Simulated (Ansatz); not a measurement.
## Ta in Ansatz: the effect of functional

The system is Ta.

```xyz
2
Lattice="2.9385 0.0000 0.0000 -1.4693 2.5448 0.0000 0.0000 0.0000 5.2343" Properties=species:S:1:pos:R:3 pbc="T T T"
Ta    0.0000    1.6966    1.3086
Ta    1.4693    0.8483    3.9257
```

This isn't the form of Ta at room conditions, which is bcc.

The cell isn't the ideal one: volume scaled by 1.04.

Alike in all runs:

```yaml
Program: Ansatz 0.2.0
Task: single point
Potentials_or_basis: Ansatz PAW
k_mesh: 11 × 11 × 5
Occupations: fermi-dirac, width 0.05 eV
Spin: no spin polarisation
```

```csv
functional,cutoff,pressure (GPa)
LDA,420 eV (not typed: the program's choice for these potentials),?
PBEsol,420 eV (not typed: the program's choice for these potentials),-13.6
r2SCAN,500 eV (not typed: the program's choice for these potentials),-10.3
```

What does the run with functional LDA give?

Pressure -17.9 GPa.

Caveats: the PAW data sets come from PBE, with cores solved anew for the run's functional, which leaves a small shift of forces and pressure.

Runs at the PBE level aren't shown here.
